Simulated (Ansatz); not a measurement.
# Ni (Fm-3m) in Ansatz: a series of runs

The runs below take Ni through phonons, elastic constants, with PBEsol, LDA.

Everything below comes from runs of Ansatz 0.2.0. Logs are shortened: lines on timing, memory, paths and dates and some standing lists are left out, and cuts for length are marked.

### Step 1. The crystal as given

The structure is cubic, space group Fm-3m (No. 225). Conventional cell: a = 3.475 Å, b = 3.475 Å, c = 3.475 Å, α = 90.00°, β = 90.00°, γ = 90.00°. Ni (site symmetry m-3m) has 12 Ni at 2.46 Å as nearest neighbours.

### Step 2. Phonons, PBEsol, collinear spin, ferromagnetic start

input.yaml

```yaml
crystal:
  lattice:
    - [0.0, 1.737572933, 1.737572933]
    - [1.737572933, 0.0, 1.737572933]
    - [1.737572933, 1.737572933, 0.0]
  atoms:
    - { symbol: Ni, position: [0.0, 0.0, 0.0], spin: 1.0 }
hamiltonian:
  xc: pbesol
  pseudopotentials: { kind: paw }
magnetization:
  spin_polarized: true
kpoints:
  mp_grid: { grid: [10, 10, 10] }
scf:
  occupations: { method: fermi_dirac, width: 0.05 }
phonons:
  method: dfpt
  qmesh: [2, 2, 2]
  temperatures: { t_max: 1000, t_step: 100 }
  qpath:
    path:
      - [[0.0, 0.0, 0.0], [0.5, 0.0, 0.5], [0.5, 0.25, 0.75], [0.375, 0.375, 0.75], [0.0, 0.0, 0.0], [0.5, 0.5, 0.5], [0.625, 0.25, 0.625], [0.5, 0.25, 0.75], [0.5, 0.5, 0.5], [0.375, 0.375, 0.75]]
      - [[0.625, 0.25, 0.625], [0.5, 0.0, 0.5]]
    npoints: 8
```

Potentials or basis: Ansatz PAW.

Launch:

```sh
$ ansatz run input.yaml --threads 2 --pin off --max-ram 5632MiB --backend cpu --events-out ev --progress --plain --runs-dir out
```

Output:

```text
Warning: RAYON_NUM_THREADS=2 ignored (pool sized by the plan → 2); use --threads N
Engine: ansatz 0.2.0, aarch64-unknown-linux-gnu
Pseudopotentials: kind: paw
Pseudopotential: Ni, paw, valence charge 18, recommended cutoff 420 eV (normal), Ni.paw.azcp
Functional definition: PBEsol
  exchange = pbesol_x
  correlation = pbesol_c
Crystal: 1 atoms, lattice volume = 10.492 Å³
Basis set: ecut = 420 eV, 181 PW (Γ), exchange–correlation on 36×36×36 points (8 copies of the dense FFT grid, shifted against one another)
Bands: 14, of which v1, the nominal top of the filled ones, is band 9 counted from 1 (8 counted from 0)
Symmetry: 48 space group operations
Space group: Fm-3m (ITA 225), of the structure as read, at distance tolerance 2.2e-5 Å
Magnetic group: BNS 225.116 (UNI 1618), of the structure as read, at distance tolerance 2.2e-5 Å
k-points: 47 of 1000
Non-local potential: Ni, projectors of the file, l = 0: 3, l = 1: 2, l = 2: 3, l = 3: 1
PAW form: soft (Blöchl's): semilocal exchange-correlation on the pseudo side does not see the compensation charge
PAW frozen core: Ni, regenerated for the run's functional, and the local potential with it (the file was generated under x = pbe(κ = 0.804, μ = 0.2195149727645171), c = pbe(β = 0.06672455060314922))
PAW one-centre angular grid: Ni, 590 points (default); XC on 64 Gauss nodes
Initial density: superposition of atomic densities (chi_scale 0.1, normalization cell)
Starting moments: Σ|m| = 1 μB on 1 of 1 site
Initial wavefunctions: pseudopotential atomic-orbital guess
Functional: x = pbesol(κ = 0.804, μ = 0.12345679012345678), c = pbesol(β = 0.046)
SCF 1 converged in 10 iterations: F = -5804.980986 eV  dr2 = 9.76e-10
a single point of the input's cell can leave the moments in the input for a lower state (scf.lower_state_search): this run first made a single point of its cell. This run's own SCFs start from the density of the state that the single point found, with the moments in the input. The single point stayed on the moments in the input.
Initial density: read from a saved state, or passed on in memory by an earlier SCF of this step, an earlier step, the calling program or the single point that the run made first
Stability of the state it starts from, as read at its close in the collinear treatment: not read negative (Ritz values of 1 − χ₀K, real part plus size of imaginary part, from 1.0 to 1.1, by its mixing steps under the symmetry group of the SCF that read it); its run was given moments
Starting moments: Σ|m| = 1 μB on 1 of 1 site; this step starts from the density that it was given
iter 1 solved again at ethr=1.08e-7 eV; its pass at ethr=3.10e-3 eV (dr2=1.94e-5 eV) is discarded
SCF iter   1: F=—  HF=-5804.980987 eV  |F-HF|=—  |Δ(HF+E_count)|=         —  Δρ=9.56e-7 (↑9.56e-7 ↓8.17e-7)  dr2=1.67e-10  dr2_m=1.34e-11  M=0.720 μB ∫|m|=0.793 μB  β_m=0.65  ethr=1.08e-7  ⟨swp⟩=2.6  Hψ=10006  notcnv=0
eigensolver tolerance schedule: the retry pair's looser diagonalisation over-reported the residual by 115973.23 of it (diagonalisation noise at an unbounded share of the residual, at the tolerance the schedule requests for it); recorded, not acted on — ethr = c·dr2/N_el stays at c = 1.0e-1
preconditioner: auto → none  [metal: Δε(μ)=0.013 eV  Ē_g=17.205 eV  σ=0.050 eV  W_gap=0.06  n_scr=0 (ndim 8)  ℏωp=36.3 eV  f_vac=0.000  D(μ)=1.60/eV (n_scr^D=26)]
SCF iter   2: F=—  HF=-5804.980986 eV  |F-HF|=—  |Δ(HF+E_count)|=   1.56e-6  Δρ=1.49e-6 (↑1.49e-6 ↓1.38e-6)  dr2=4.09e-10  dr2_m=2.72e-12  M=0.720 μB ∫|m|=0.793 μB  β_m=0.30  ethr=1.00e-12  ⟨swp⟩=3.1  Hψ=2879  notcnv=0
SCF iter   3: F=—  HF=-5804.980986 eV  |F-HF|=—  |Δ(HF+E_count)|=  2.39e-10  Δρ=2.50e-7 (↑2.16e-7 ↓2.50e-7)  dr2=3.47e-12  dr2_m=4.04e-12  M=0.720 μB ∫|m|=0.793 μB  β_m=0.65  ethr=1.00e-12  ⟨swp⟩=2.5  Hψ=2118  notcnv=0
[... 11 lines left out ...]
NSCF: frozen V_eff on 342 k-points
DFPT response loops at q = (0, -0.5, -0.5) (fractional): mixed as the last ones told, above
SCF converged after 8 iterations
Magnetization: 0.7199 μB (9.3599 up, 8.6401 down)
Absolute magnetization: 0.7940 μB (∫|ρ↑−ρ↓|, with the PAW one-centre terms)
Spin contamination: 0.0061 ħ² per cell (⟨S²⟩ above its minimum at these occupations)
Per-site moments (μB) at R_I (Å): [(0.7524022173973752, 1.0136359230776613)]
Free energy (F): -5804.980986 eV
Harris-Foulkes:  -5804.980986 eV  (|F-HF|=9.09e-13)
Internal energy: -5804.967962 eV  (E = F + TS)
E sigma→0 (E₀):  -5804.974474 eV
Entropy (-TS):   -0.013024 eV (-13.024 meV/atom)
Fermi energy:    18.857594 eV
--- Per-component energies (eV) ---
  E_band       = -272.662765
  E_kinetic    = 282.879403
  E_local      = -3374.757047  (includes V_loc(G=0)·N_el)
  E_nonlocal   = 635.729069
  E_hartree    = 1407.477274
  E_xc         = -84.797540
  E_vxc        = -109.753054  (∫ρ·V_xc dr)
  E_paw        = -1594.041102  (= ΣΔE_a)
  E_vpaw       = -521.716199  (= ΣTr[D̂ρ^β])
  E_aug_tail   = 0.000519  (compensation charges beyond the density's cutoff)
  E_ewald      = -3077.655828
  E_core_change = 0.197289  (= ΣΔE_core)
  E_smearing   = -0.013024  (= −TS)
  E_closure    = 0.000000  (closes the sum)
  Σ components = -5804.980986   (vs F -5804.980986, Δ=0.00e0)
--- Band table (eV; the first three rows and the last of 94) ---
  k-point 0 ↑: bands = ["-84.6515", "-45.0326", "-45.0326", "-45.0326", "9.4018", "16.2315", "16.2315", "16.2315", "17.4832", "17.4832", "42.5742", "46.8141", "46.8141", "46.8141"]
  k-point 1 ↑: bands = ["-84.6477", "-45.0569", "-45.0361", "-45.0361", "9.8011", "16.1281", "16.3188", "16.3188", "17.4488", "17.4488", "40.9506", "44.0309", "46.0013", "46.0013"]
  k-point 2 ↑: bands = ["-84.6377", "-45.1203", "-45.0451", "-45.0451", "10.9307", "15.9223", "16.4627", "16.4627", "17.4583", "17.4583", "36.0177", "43.1664", "44.9869", "44.9869"]
  k-point 46 ↓: bands = ["-83.6642", "-44.3160", "-44.2696", "-44.2195", "15.1354", "15.7748", "16.7475", "18.1978", "19.2826", "25.4125", "28.4610", "29.0486", "30.6953", "46.6778"]
--- Phonons (Γ-DFPT): 1 representative perturbation + reference (Σ response iterations 3) ---
  ASR residual: 5.751e-4 → 0.000e0 eV/Å²; symmetrization residual: 2.728e-12 eV/Å²
  ASR residual per site (eV/Å²): 5.75e-4
  Γ frequencies (cm⁻¹): 0.00 0.00 0.00
--- Phonons (arbitrary-q DFPT): 3 irreducible q on the 2×2×2 mesh ---
  q = [0.0000, 0.0000, 0.0000] (star 1, of the zone-centre solve; hermiticity 6.48e-10, symmetrization 4.74e-9): -0.00 -0.00 -0.00
  q = [0.0000, 0.0000, -0.5000] (star 4, 1 solved perturbation on 282 of 1000 k-point pairs; hermiticity 1.78e-13, symmetrization 2.04e-13): 154.97 154.97 306.25
  q = [0.0000, -0.5000, -0.5000] (star 3, 2 solved perturbations in 273 linear systems a pass and spin channel, the states on 171 of 1000 k-point pairs; hermiticity 4.17e-13, symmetrization 3.29e-13): 221.35 221.35 294.46
  sum rule: each row above includes the acoustic sum rule's correction from the zone centre's row sums; it moved no ω² by more than (1.63 cm⁻¹)²
  mesh force constants: q→R imaginary residual 0.00e0; ASR residual 5.751e-4 → 0.000e0 eV/Å²; symmetrization residual 7.105e-15 eV/Å²
  interpolated dispersion: 82 rows × 3 modes
  density of states and harmonic sums: on the 30×30×30 q-mesh, interpolated from the force constants of a 2×2×2 supercell (no non-analytic term)
  largest difference from the sums on the solved wave vectors: F 5.57e-2 eV, S 8.80e-5 and C_V 3.23e-5 eV/K
  zero-point energy: 0.038843 eV/cell   skipped modes (ω ≤ 0): 3   left out of the sums: 3.70e-5 of the cell's modes: C_V's classical limit lies that fraction below 3 k_B per atom; for a crystal, a wire or a layer, F and S can be off by more, and a phonons.interpolated_qmesh denser along its periods is the remedy for the sampling
```

phbands.tsv:

```text
# q_distance	omega_0_inv_cm	omega_1_inv_cm	omega_2_inv_cm	omega_0_thz	omega_1_thz	omega_2_thz
# format = ansatz-phbands/1
# lo_to_splitting: not included (the non-analytic LO-TO correction is not applied to the interpolated dynamical matrix; polar crystals: no LO-TO splitting at GAMMA, and LO and other optical branches, acoustic branches and sound speeds, and with them the density of states and the thermodynamics, can be off between the wave vectors that the force constants were sampled on, most near GAMMA; a larger extent of the force constants narrows that region and is not shown to mend the acoustic slopes)
# jumps = 73
# n_points = 82
0.000000	0.000000	0.000000	0.000000	0.000000	0.000000	0.000000
0.226004	43.800054	43.800054	57.911776	1.313093	1.313093	1.736151
0.452009	85.781445	85.781445	113.495625	2.571663	2.571663	3.402513
0.678013	124.240475	124.240475	164.547347	3.724636	3.724636	4.933005
0.904017	157.684270	157.684270	209.094117	4.727255	4.727255	6.268484
1.130022	184.893688	184.893688	245.474201	5.542973	5.542973	7.359131
[... 68 lines left out ...]
10.966897	203.462898	254.271466	275.294016	6.099664	7.622867	8.253107
11.046801	207.591670	248.624109	279.816635	6.223442	7.453563	8.388692
11.126706	211.201091	242.822416	283.722532	6.331649	7.279633	8.505788
11.206610	214.278095	237.173204	287.016677	6.423896	7.110274	8.604544
11.286515	216.811411	231.989127	289.703959	6.499843	6.954859	8.685106
11.366420	218.791666	227.572571	291.788854	6.559209	6.822454	8.747610
11.446324	220.211472	224.195033	293.275154	6.601774	6.721198	8.792168
11.526229	221.065501	222.073927	294.165736	6.627377	6.657609	8.818867
11.606133	221.350536	221.350536	294.462393	6.635922	6.635922	8.827760
```

phdos.tsv:

```text
# omega_inv_cm	omega_thz	g_bin_mean(omega)[modes/inv_cm]
# format = ansatz-phdos/2
# interpolated_qmesh = 30 30 30
# force_constants_supercell = 2 2 2
# lo_to_splitting: not included (the non-analytic LO-TO correction is not applied to the interpolated dynamical matrix; polar crystals: no LO-TO splitting at GAMMA, and LO and other optical branches, acoustic branches and sound speeds, and with them the density of states and the thermodynamics, can be off between the wave vectors that the force constants were sampled on, most near GAMMA; a larger extent of the force constants narrows that region and is not shown to mend the acoustic slopes)
# g_bin_mean(omega): the modes in a bin one row spacing wide, centred on omega, divided by that spacing. A flat band (one whose frequency is the same at every q-point) is counted whole in the row whose bin holds it (on the edge of two bins, in the lower row). The modes of the run's own cell are the sum of g_bin_mean times the row spacing in inv_cm (a plain sum, not the trapezoid rule); for a one-atom cell on a GAMMA-only q-mesh every row is zero, so that sum is 0, not 3
0.000000	0.000000	2.473754e-9
0.612495	0.018362	6.431760e-8
1.224991	0.036724	2.424279e-7
1.837486	0.055086	5.392783e-7
2.449981	0.073449	9.548690e-7
3.062476	0.091811	1.489200e-6
[... 493 lines left out ...]
305.635130	9.162711	1.142620e-3
306.247625	9.181073	4.989513e-5
```

Run time: 14 s. Hardware: 2 threads of Arm Neoverse V1, shared host; peak memory 0.57 GiB.

Results:

```yaml
Free_energy: -5804.9810 eV
Band_gap_on_the_k_mesh: none (metal or under the smearing width)
Net_moment: 0.72 μB per cell
Absolute_moment: 0.79 μB per cell
Site_moments: Ni +0.75 μB
Highest_phonon_frequency: 306 cm⁻¹
```

Levels at points of the mesh, in eV from the Fermi level:
Spin up:
```
             k point  band 6  band 7  band 8  band 9  band 10  band 11  band 12  band 13
  (0.00, 0.00, 0.00)   -2.63   -2.63   -2.63   -1.37    -1.37    23.72    27.96    27.96
 (0.00, 0.00, -0.50)   -2.61   -2.61   -0.67   -0.67    -0.54     5.79    22.25    25.13
(0.00, -0.50, -0.50)   -4.51   -0.62   -0.53   -0.53     2.29     9.40    14.99    14.99
```
Spin down:
| k point | band 5 | band 6 | band 7 | band 8 | band 9 | band 10 | band 11 | band 12 | band 13 | band 14 |
| --- | --- | --- | --- | --- | --- | --- | --- | --- | --- | --- |
| (0.00, 0.00, 0.00) | -9.45 | -1.80 | -1.80 | -1.80 | -0.67 | -0.67 | 23.62 | 27.97 | 27.97 | 27.97 |
| (0.00, 0.00, -0.50) | -4.70 | -1.90 | -1.90 | -0.55 | 0.19 | 0.19 | 6.28 | 22.15 | 25.24 | 25.24 |
| (0.00, -0.50, -0.50) | -4.58 | -3.83 | 0.12 | 0.42 | 0.42 | 2.29 | 9.73 | 15.04 | 15.04 | 20.15 |

Phonon frequencies in cm⁻¹ (negative: imaginary):
| q point | frequencies |
| --- | --- |
| (0.000, 0.000, 0.000) | 0 0 0 |
| (0.000, 0.000, -0.500) | 155 155 306 |
| (0.000, -0.500, -0.500) | 221 221 294 |

Caveat: the q mesh is small, so phonon branches between its points and thermal values are rough; the PAW data sets come from PBE, with cores solved anew for the run's functional, which leaves a small shift of forces and pressure.

### Step 3. Elastic constants, PBEsol, collinear spin, ferromagnetic start

input.yaml

```yaml
crystal:
  lattice:
    - [0.0, 1.737572933, 1.737572933]
    - [1.737572933, 0.0, 1.737572933]
    - [1.737572933, 1.737572933, 0.0]
  atoms:
    - { symbol: Ni, position: [0.0, 0.0, 0.0], spin: 1.0 }
hamiltonian:
  xc: pbesol
  pseudopotentials: { kind: paw }
magnetization:
  spin_polarized: true
kpoints:
  mp_grid: { grid: [10, 10, 10] }
scf:
  occupations: { method: fermi_dirac, width: 0.05 }
output:
  forces: true
  stress: true
elastic:
  mode: relaxed_ion
  stencil: two_point
```

Potentials or basis: Ansatz PAW.

Launch:

```sh
$ ansatz run input.yaml --threads 2 --pin off --max-ram 5632MiB --backend cpu --events-out ev --progress --plain --runs-dir out
```

Run time: 8.6 s. Hardware: 2 threads of Arm Neoverse V1, shared host; peak memory 0.31 GiB.

It converged, with:

```yaml
Free_energy: -5804.9810 eV
Pressure: -1.7 GPa
Band_gap_on_the_k_mesh: none (metal or under the smearing width)
Net_moment: 0.72 μB per cell
Absolute_moment: 0.79 μB per cell
Site_moments: Ni +0.75 μB
Elastic_constants_C11_C12_C44: 312, 177, 152 GPa
Voigt_bulk_modulus: 222 GPa
```

Levels at points of the mesh, in eV from the Fermi level:
Spin up:
```
             k point  band 6  band 7  band 8  band 9  band 10  band 11  band 12  band 13
  (0.00, 0.00, 0.00)   -2.63   -2.63   -2.63   -1.37    -1.37    23.72    27.96    27.96
 (0.00, 0.00, -0.50)   -2.61   -2.61   -0.67   -0.67    -0.54     5.79    22.25    25.13
(0.00, -0.50, -0.50)   -4.51   -0.62   -0.53   -0.53     2.29     9.40    14.99    14.99
```
Spin down:
| k point | band 6 | band 7 | band 8 | band 9 | band 10 | band 11 | band 12 | band 13 |
| --- | --- | --- | --- | --- | --- | --- | --- | --- |
| (0.00, 0.00, 0.00) | -1.80 | -1.80 | -1.80 | -0.67 | -0.67 | 23.62 | 27.97 | 27.97 |
| (0.00, 0.00, -0.50) | -1.90 | -1.90 | -0.55 | 0.19 | 0.19 | 6.28 | 22.15 | 25.24 |
| (0.00, -0.50, -0.50) | -3.83 | 0.12 | 0.42 | 0.42 | 2.29 | 9.73 | 15.04 | 15.04 |

Elastic tensor in Voigt notation (GPa, in the Cartesian axes of the cell as first typed):
```
312 177 177   0   0   0
177 312 177   0   0   0
177 177 312   0   0   0
  0   0   0 152   0   0
  0   0   0   0 152   0
  0   0   0   0   0 152
```

Caveat: elastic constants of metals need much finer meshes, so these are rough; the PAW data sets come from PBE, with cores solved anew for the run's functional, which leaves a small shift of forces and pressure.

[end of part 1 of 2]
